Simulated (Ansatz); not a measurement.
Crystal: Sn.

```
CELL_PARAMETERS angstrom
-2.94014 2.94014 1.59930
2.94014 -2.94014 1.59930
2.94014 2.94014 -1.59930
ATOMIC_POSITIONS crystal
Sn 0.00000 0.00000 0.00000
Sn 0.75000 0.25000 0.50000
```

- Program: Ansatz 0.2.0
- Task: relaxation of cell and atoms
- Functional: HSEsol
- Potentials or basis: Ansatz PAW
- Cutoff: 420 eV (not typed: the program's choice for these potentials)
- k mesh: 5 × 5 × 5
- Occupations: fermi-dirac, width 0.05 eV
- Spin: no spin polarisation

At the start: volume 27.65 Å³/atom.

Q: Where does the relaxation end?

A: It ends after 6 steps and the volume is 26.61 Å³/atom (-3.8 %); space group I4_1/amd (No. 141, to 0.05 Å).

The path:
| step | energy change (eV) | largest force (eV/Å) | volume (Å³) |
| --- | --- | --- | --- |
| 1 | 0.0000 | 0.0000 | 55.30 |
| 2 | -0.0837 | 0.0000 | 53.03 |
| 3 | -0.0899 | 0.0000 | 53.41 |
| 4 | -0.0901 | 0.0000 | 53.26 |
| 5 | -0.0901 | 0.0000 | 53.21 |
| 6 | -0.0898 | 0.0000 | 53.21 |

Final structure:
```
CELL_PARAMETERS angstrom
-2.97273 2.97273 1.50536
2.97273 -2.97273 1.50536
2.97273 2.97273 -1.50536
ATOMIC_POSITIONS crystal
Sn 0.00000 0.00000 0.00000
Sn 0.75000 0.25000 0.50000
```

Caveat: the k mesh is coarse (spacing up to 0.45 Å⁻¹), so the values aren't converged, least of all with exact exchange; the plane-wave basis is chosen anew once the cell has moved, so the energies of steps on either side of that aren't comparable; the PAW data sets come from PBE, with cores solved anew for the run's functional, which leaves a small shift of forces and pressure.
